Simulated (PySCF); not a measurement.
## propylamine (SMILES C(C)CN)

Cartesian coordinates in Å; atom numbers follow the order of the lines, from 1:
```xyz
13

C    -1.7469    0.0080   -0.4161
C    -0.3953   -0.4572    0.0957
C     0.7587    0.3041   -0.5271
N     2.0332   -0.1926   -0.0328
H    -1.9074    1.0690   -0.2054
H    -2.5631   -0.5490    0.0483
H    -1.8271   -0.1284   -1.4982
H    -0.3533   -0.3342    1.1852
H    -0.2556   -1.5246   -0.0982
H     0.7393    0.1584   -1.6127
H     0.6045    1.3824   -0.3543
H     2.1058   -0.0368    0.9657
H     2.8035    0.3030   -0.4633
```

Method used: TDDFT CAM-B3LYP/def2-TZVPD excited states, vertical, gas phase in PySCF 2.14.0. Geometry: PBE0-D3(BJ)/def2-TZVP.

States above about 8.3 eV (minus the energy of the highest occupied orbital) lie near or above the ionisation threshold and depend on the basis.

Q: How strongly do the lowest singlets absorb one photon, and two photons of half the energy?

A: δ for parallel linear polarisation; σ at the peak of a Lorentzian of half width 0.1 eV, single beam; Ω is circular over linear.
| state | E (eV) | f | photon λ (nm) | δ (au) | σ (GM) | Ω | main |
| --- | --- | --- | --- | --- | --- | --- | --- |
| S1 | 5.96 | 0.013 | 416 | 31.6 | 0.41 | 1.50 | HOMO→LUMO 0.74, HOMO→LUMO+1 0.21 |
| S2 | 7.02 | 0.016 | 353 | 14 | 0.25 | 1.42 | HOMO→LUMO+2 0.79 |
| S3 | 7.10 | 0.012 | 349 | 50.3 | 0.93 | 0.49 | HOMO→LUMO+1 0.52, HOMO→LUMO+4 0.21 |
| S4 | 7.69 | 0.065 | 322 | 28.2 | 0.61 | 0.99 | HOMO→LUMO+3 0.81 |
| S5 | 8.17 | 0.001 | 303 | 34.3 | 0.84 | 1.48 | HOMO→LUMO+4 0.56, HOMO→LUMO+1 0.20 |
| S6 | 8.44 | 0.012 | 294 | 14.7 | 0.39 | 0.63 | HOMO→LUMO+5 0.73 |

Among these, the strongest one-photon state is S4, the strongest two-photon state S3, with a dipole change of 6.4 D (relaxed, norm of the difference vector).
